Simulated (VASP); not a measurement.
HgSe: relaxation of cell and atoms with PBEsol

The system is HgSe.

```
CELL_PARAMETERS angstrom
0.00000 3.03900 3.03900
3.03900 0.00000 3.03900
3.03900 3.03900 0.00000
ATOMIC_POSITIONS crystal
Hg 0.00000 0.00000 0.00000
Se 0.25000 0.25000 0.25000
```

```json
{
  "Program": "VASP 6.6.1",
  "Task": "relaxation of cell and atoms",
  "Functional": "PBEsol",
  "Potentials or basis": "VASP PAW PBE potentials, release 64 (Hg, Se)",
  "Cutoff": "600 eV",
  "k mesh": "10 × 10 × 10",
  "Occupations": "gaussian, width 0.03 eV",
  "Spin": "no spin polarisation",
  "Further INCAR settings": "ALGO = Normal; EDIFF = 1e-06; IBRION = 2; EDIFFG = -0.01; NSW = 90; ISIF = 3"
}
```

The relaxed volume is 29.01 Å³/atom. The relaxed cell is a = 4.346 Å, b = 4.346 Å, c = 4.346 Å, α = 60.00°, β = 60.00°, γ = 60.00°, the space group after relaxing (to 0.05 Å) is F-43m (No. 216) and the energy gained by relaxing is 5.3 meV/atom. The ionic steps are 3, the pressure after relaxing is 0.0 GPa and the band gap on the k mesh is none (metal or under the smearing width).

The path:
| step | energy change (eV) | largest force (eV/Å) | pressure (GPa) | volume (Å³) |
| --- | --- | --- | --- | --- |
| 1 | 0.0000 | 0.0000 | 1.85 | 56.13 |
| 2 | -0.0090 | 0.0000 | -0.67 | 58.81 |
| 3 | -0.0106 | 0.0000 | 0.00 | 58.03 |

Final structure:
```
Hg Se
1.0
     0.00000    3.07281    3.07281
     3.07281    0.00000    3.07281
     3.07281    3.07281    0.00000
Hg Se
1 1
Direct
  0.00000 0.00000 0.00000
  0.25000 0.25000 0.25000
```

Levels at points of the mesh, in eV from the Fermi level:
```tsv
k point	band 6	band 7	band 8	band 9	band 10	band 11	band 12	band 13
(0.00, 0.00, 0.00)	-6.30	-1.08	-0.01	-0.01	-0.01	5.45	5.45	5.45
(0.50, 0.00, 0.00)	-6.00	-5.37	-0.93	-0.93	1.02	6.18	6.18	6.81
(0.50, 0.50, 0.00)	-5.96	-4.99	-2.21	-2.21	2.68	2.93	8.25	9.61
```

It took 18 s on 4 MPI ranks on Intel(R) Xeon(R) Platinum 8488C (Sapphire Rapids), with other jobs on the host, peak memory 0.23 GiB a rank.

Caveat: the PAW data sets were made with another functional, which shifts forces and pressure a little. Spin-orbit coupling is left out, which matters for the levels of Hg.
